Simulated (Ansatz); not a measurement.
Runs of Ansatz 0.2.0 on AlNi. It takes space group Pm-3m (No. 221, cubic). Conventional cell: a = 2.881 Å, b = 2.881 Å, c = 2.881 Å, α = 90.00°, β = 90.00°, γ = 90.00°. Around Ni (site symmetry m-3m) lie 8 Al at 2.50 Å. Al (site symmetry m-3m) has 8 Ni at 2.50 Å as nearest neighbours. 

```tsv
task	level	k mesh	cutoff (eV)	atoms under strain	q mesh	points for each segment of the path	gap on the mesh (eV)	moment (μB)	V0 of scaled cells (Å³/atom)	B0 (GPa)
equation of state	LDA	9 × 9 × 9	420	-	-	-	-	-	11.36	187
elastic constants	PBEsol	8 × 8 × 8	420	clamped	-	-	none	0.00	-	-
phonons	PBEsol	8 × 8 × 8	420	-	2 × 2 × 2	8	none	0.00	-	-
equation of state	r2SCAN	9 × 9 × 9	500	-	-	-	-	-	(a)	177
equation of state	PBE	9 × 9 × 9	420	-	-	-	-	-	12.10	(b)
```

Alike in all rows: potentials or basis Ansatz PAW; spin collinear, ferromagnetic start; cell as given; smearing fermi-dirac 0.05 eV.

Question: Estimate the missing entries.

Answer: (a) 11.73; (b) 160.

Caveats: the PAW data sets come from PBE, with cores solved anew for the run's functional, which leaves a small shift of forces and pressure (some runs); the cell is more than 3 GPa from zero pressure, which shifts response properties (some runs); elastic constants of metals need much finer meshes, so these are rough (some runs); the magnetic or orbital state may not be the lowest (some runs); the PAW data sets were made with another functional, which shifts forces and pressure a little (some runs).

A gap of «none» marks a metal or a gap under the smearing width.
